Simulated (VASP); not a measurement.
The system is BaO.

```
Ba O
1.0
     0.00000    2.76000    2.76000
     2.76000    0.00000    2.76000
     2.76000    2.76000    0.00000
Ba O
1 1
Direct
  0.00000 0.00000 0.00000
  0.50000 0.50000 0.50000
```

The cell was built by a generator and needn't be a form met in nature.

| Quantity | Value |
| --- | --- |
| Program | VASP 6.6.1 |
| Task | relaxation of cell and atoms |
| Functional | r2SCAN |
| Potentials or basis | VASP PAW PBE potentials, release 64 (Ba_sv, O) |
| Cutoff | 600 eV |
| k mesh | 8 × 8 × 8 |
| Occupations | gaussian, width 0.02 eV |
| Spin | no spin polarisation |

At the start: pressure 2.7 GPa; volume 21.02 Å³/atom.

Q: How do energy, volume and symmetry change on relaxing?

A: Over 3 steps the energy falls by 5.9 meV/atom and the volume is 21.74 Å³/atom (+3.4 %); space group Fm-3m (No. 225, to 0.05 Å).

The path:
```
step  energy change (eV)  largest force (eV/Å)  pressure (GPa)  volume (Å³)
   1              0.0000                0.0000            2.71        42.05
   2             -0.0087                0.0000           -1.25        44.25
   3             -0.0117                0.0000            0.00        43.48
```

Final structure:
```
Ba O
1.0
     0.00000    2.79100    2.79100
     2.79100    0.00000    2.79100
     2.79100    2.79100    0.00000
Ba O
1 1
Direct
  0.00000 0.00000 0.00000
  0.50000 0.50000 0.50000
```

Caveat: the PAW data sets were made with another functional, which shifts forces and pressure a little.
